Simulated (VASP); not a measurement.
# MgS (Niningerite) (Fm-3m) in VASP: notebook, part 3 of 3

VASP 6.6.1. The steps go on from the part before.

## Step 5: Relaxation of cell and atoms, PBE

File INCAR:

```
SYSTEM = MgS
PREC = Accurate
ENCUT = 900
EDIFF = 1E-7
ISMEAR = -1
SIGMA = 0.05
LREAL = .False.
LASPH = .True.
NELM = 80
ALGO = Fast
ISIF = 3
LWAVE = .False.
LCHARG = .False.
GGA = PE
IBRION = 2
NSW = 40
EDIFFG = -0.01
```

File KPOINTS:

```
regular mesh
0
Gamma
  9 9 9
  0 0 0
```

File POSCAR:

```
MgS
1.0
    0.0000000000      2.6016500000      2.6016500000
    2.6016500000      0.0000000000      2.6016500000
    2.6016500000      2.6016500000      0.0000000000
S Mg
1 1
Direct
    0.5000000000      0.5000000000      0.5000000000
    0.0000000000      0.0000000000      0.0000000000
```

Potentials or basis: VASP PAW PBE potentials, release 64 (S_GW, Mg_sv_GW).

Launch:

```bash
$ cat potpaw_PBE.64/S_GW/POTCAR potpaw_PBE.64/Mg_sv_GW/POTCAR > POTCAR
$ mpirun -np 1 vasp_std > vasp.out
```

OUTCAR:

```text
SYSTEM = MgS
   PREC = Accurate
   ENCUT = 900
   EDIFF = 1E-7
   ISMEAR = -1
   LREAL = .False.
   LASPH = .True.
   NELM = 80
   ISIF = 3
   GGA = PE
   IBRION = 2
   NSW = 40
   EDIFFG = -0.01

 ion  position               nearest neighbor table
   1  0.500  0.500  0.500-
   2  0.000  0.000  0.000-

  LATTYP: Found a face centered cubic cell.
 ALAT       =     5.2033000000

  Lattice vectors:

 A1 = (   0.0000000000,   2.6016500000,   2.6016500000)
 A2 = (   2.6016500000,   0.0000000000,   2.6016500000)
 A3 = (   2.6016500000,   2.6016500000,   0.0000000000)

Analysis of symmetry for initial positions (statically):
=====================================================================
 Subroutine PRICEL returns:
 Original cell was already a primitive cell.

[... 266 lines left out ...]
      4     -37.5913      2.00000
      5      -8.6709      2.00000
      6       3.9107      2.00000
      7       3.9107      2.00000
      8       3.9107      2.00000
      9       7.5080      0.00000
     10      11.8397      0.00000
     11      11.8406      0.00000
     12      11.8429      0.00000
[... 331 lines left out ...]
 k-point    24 :       0.4444    0.4444    0.0000
  band No.  band energies     occupation
      1     -70.8389      2.00000
      2     -37.5966      2.00000
      3     -37.5936      2.00000
      4     -37.5936      2.00000
      5      -7.1106      2.00000
      6      -0.1033      2.00000
      7       2.3042      2.00000
      8       2.3042      2.00000
      9       6.7911      0.00000
     10       8.4042      0.00000
     11      16.0296      0.00000
     12      16.6321      0.00000

 [... further k-points ...]

------------------------ aborting loop because EDIFF is reached ----------------------------------------

  FORCE on cell =-STRESS in cart. coord.  units (eV):
  Direction    XX          YY          ZZ          XY          YZ          ZX
  --------------------------------------------------------------------------------------
  -------------------------------------------------------------------------------------
  Total       -0.0154567     -0.0154567     -0.0154567      0.0000000     -0.0000000      0.0000000
  in kB       -0.6925138     -0.6925138     -0.6925138      0.0000000     -0.0000000      0.0000000
  external PRESSURE =      -0.6925138 kB  Pullay stress =       0.0000000 kB
[... 17 lines left out ...]
  FREE ENERGIE OF THE ION-ELECTRON SYSTEM (eV)
  ---------------------------------------------------
  free  energy   TOTEN  =       -22.6463227180 eV

  energy  without entropy=      -22.6463227180  energy(sigma->0) =      -22.64632272

 reached required accuracy - stopping structural energy minimisation
```

OSZICAR:

```text
N       E                     dE             d eps       ncg     rms          rms(c)
DAV:   1     0.987613643114E+02    0.98761E+02   -0.11743E+04  1008   0.288E+03
DAV:   2    -0.155559054004E+02   -0.11432E+03   -0.10727E+03  1184   0.594E+02
DAV:   3    -0.223430788789E+02   -0.67872E+01   -0.66316E+01  1116   0.995E+01
[... 43 lines left out ...]
RMM:   5    -0.226463224076E+02   -0.32287E-05   -0.26811E-05  1175   0.974E-02    0.332E-02
RMM:   6    -0.226463224523E+02   -0.44735E-07   -0.66429E-06  1194   0.528E-02    0.223E-02
RMM:   7    -0.226463224148E+02    0.37541E-07   -0.17809E-06  1106   0.457E-02    0.170E-02
RMM:   8    -0.226463227193E+02   -0.30451E-06   -0.93217E-07   921   0.172E-02    0.118E-02
RMM:   9    -0.226463227180E+02    0.12892E-08   -0.22409E-07   776   0.139E-02
   3 F= -.22646323E+02 E0= -.22646323E+02  d E =-.174532E-02
```

CONTCAR:

```text
MgS
   1.00000000000000
     0.0000000000000000    2.6149071528116927    2.6149071528116927
     2.6149071528116927    0.0000000000000000    2.6149071528116927
     2.6149071528116927    2.6149071528116927    0.0000000000000000
  S               Mg
     1     1
Direct
     0.5000000000000000    0.5000000000000000    0.5000000000000000
     0.0000000000000000    0.0000000000000000    0.0000000000000000

  0.00000000E+00  0.00000000E+00  0.00000000E+00
  0.00000000E+00  0.00000000E+00  0.00000000E+00
```

It took 3.3 min on 1 thread of AMD EPYC 7R43 (Zen 3), shared host; peak memory 0.21 GiB.

Results:

```yaml
Free_energy: -22.6463 eV
Relaxed_volume: 17.88 Å³/atom
Relaxed_cell: a = 3.698 Å, b = 3.698 Å, c = 3.698 Å, α = 60.00°, β = 60.00°, γ = 60.00°
Space_group_after_relaxing_to_0.05_Å: Fm-3m (No. 225)
Energy_gained_by_relaxing: 0.9 meV/atom
Ionic_steps: 3
Pressure_after_relaxing: -0.1 GPa
Band_gap_on_the_k_mesh: 2.88 eV, indirect (least direct gap 3.60 eV)
```

The path:
| step | energy change (eV) | largest force (eV/Å) | pressure (GPa) | volume (Å³) |
| --- | --- | --- | --- | --- |
| 1 | 0.0000 | 0.0000 | 1.14 | 35.22 |
| 2 | -0.0016 | 0.0000 | -0.12 | 35.86 |
| 3 | -0.0017 | 0.0000 | -0.07 | 35.76 |

Final structure:
```
S Mg
1.0
     0.00000    2.61491    2.61491
     2.61491    0.00000    2.61491
     2.61491    2.61491    0.00000
S Mg
1 1
Cartesian
  2.6149 2.6149 2.6149
  0.0000 0.0000 0.0000
```

Caveat: an odd mesh through Γ misses points on the zone boundary, where band edges often lie. Zero-point motion and thermal expansion aren't in these numbers.

## Step 6: Relaxation of cell and atoms, PBE

INCAR is that of step 5.

KPOINTS is that of step 5.

POSCAR is that of step 5.

Potentials or basis: VASP PAW PBE potentials, release 64 (S_GW, Mg_GW).

Launch:

```bash
$ cat potpaw_PBE.64/S_GW/POTCAR potpaw_PBE.64/Mg_GW/POTCAR > POTCAR
$ mpirun -np 1 vasp_std > vasp.out
```

Run time: 92 s. Hardware: 1 thread of AMD EPYC 7R43 (Zen 3), shared host; peak memory 0.2 GiB.

It converged, with:

```yaml
Free_energy: -8.5066 eV
Relaxed_volume: 17.81 Å³/atom
Relaxed_cell: a = 3.693 Å, b = 3.693 Å, c = 3.693 Å, α = 60.00°, β = 60.00°, γ = 60.00°
Space_group_after_relaxing_to_0.05_Å: Fm-3m (No. 225)
Energy_gained_by_relaxing: 0.5 meV/atom
Ionic_steps: 3
Pressure_after_relaxing: 0.0 GPa
Band_gap_on_the_k_mesh: 2.88 eV, indirect (least direct gap 3.62 eV)
```

Step by step:
| step | energy change (eV) | largest force (eV/Å) | pressure (GPa) | volume (Å³) |
| --- | --- | --- | --- | --- |
| 1 | 0.0000 | 0.0000 | 0.86 | 35.22 |
| 2 | -0.0010 | 0.0000 | -0.17 | 35.71 |
| 3 | -0.0011 | 0.0000 | 0.00 | 35.62 |

Final structure:
```cif
data_structure
_symmetry_space_group_name_H-M 'P 1'
_symmetry_Int_Tables_number 1
_cell_length_a 3.6933
_cell_length_b 3.6933
_cell_length_c 3.6933
_cell_angle_alpha 60.000
_cell_angle_beta 60.000
_cell_angle_gamma 60.000
_cell_volume 35.62
loop_
_atom_site_label
_atom_site_type_symbol
_atom_site_fract_x
_atom_site_fract_y
_atom_site_fract_z
_atom_site_occupancy
S1 S 0.50000 0.50000 0.50000 1
Mg1 Mg 0.00000 0.00000 0.00000 1
```

Levels at points of the mesh, in eV from the valence-band top:
| k point | band 2 | band 3 | band 4 | band 5 | band 6 | band 7 |
| --- | --- | --- | --- | --- | --- | --- |
| (0.00, 0.00, 0.00) | 0.00 | 0.00 | 0.00 | 3.62 | 7.93 | 7.93 |

Caveat: an odd mesh through Γ misses points on the zone boundary, where band edges often lie. PBE usually gives volumes a little too large and moduli too small.

## Step 7: Overview

| potentials or basis | gap on the mesh (eV) | pressure (GPa) | relaxed volume (Å³/atom) |
| --- | --- | --- | --- |
| VASP PAW PBE potentials, release 64 (S, Mg) | 2.88 | 0.0 | 17.81 |
| VASP PAW PBE potentials, release 64 (S, Mg_pv) | 2.88 | 0.0 | 17.90 |
| VASP PAW PBE potentials, release 64 (S_GW, Mg_sv_GW) | 2.88 | -0.1 | 17.88 |
| VASP PAW PBE potentials, release 64 (S_GW, Mg_GW) | 2.88 | 0.0 | 17.81 |

Alike in all rows: task relaxation of cell and atoms; level PBE; no spin polarisation; cell relaxed; k mesh 9 × 9 × 9; cutoff (eV) 900; smearing fermi-dirac 0.05 eV.

Caveats: an odd mesh through Γ misses points on the zone boundary, where band edges often lie.

Absolute energies hang on the potentials; compare differences alone.
